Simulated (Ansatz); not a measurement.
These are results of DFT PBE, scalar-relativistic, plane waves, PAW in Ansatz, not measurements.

Cutoff 420 eV; k points 6×6×6 on the computed 2-atom cell (Γ-centred); Gaussian smearing, width 0.02 eV; no spin polarisation.

Structure with the computed forces (eV/Å) in the last three columns:

```xyz
2
Lattice="0.0000 3.3302 3.3302 3.7415 -0.4113 3.7415 3.3302 3.3302 0.0000" Properties=species:S:1:pos:R:3:forces:R:3 pbc="T T T" pressure_GPa=-0.09
Rb    0.0665   -0.0665    0.0665   -0.1090    0.1090   -0.1090
Br    3.4693    3.1910    3.4693    0.1090   -0.1090    0.1090
```

Stress tensor (GPa, compression positive):

```
-0.09  0.66 -0.66
 0.66 -0.09  0.66
-0.66  0.66 -0.09
```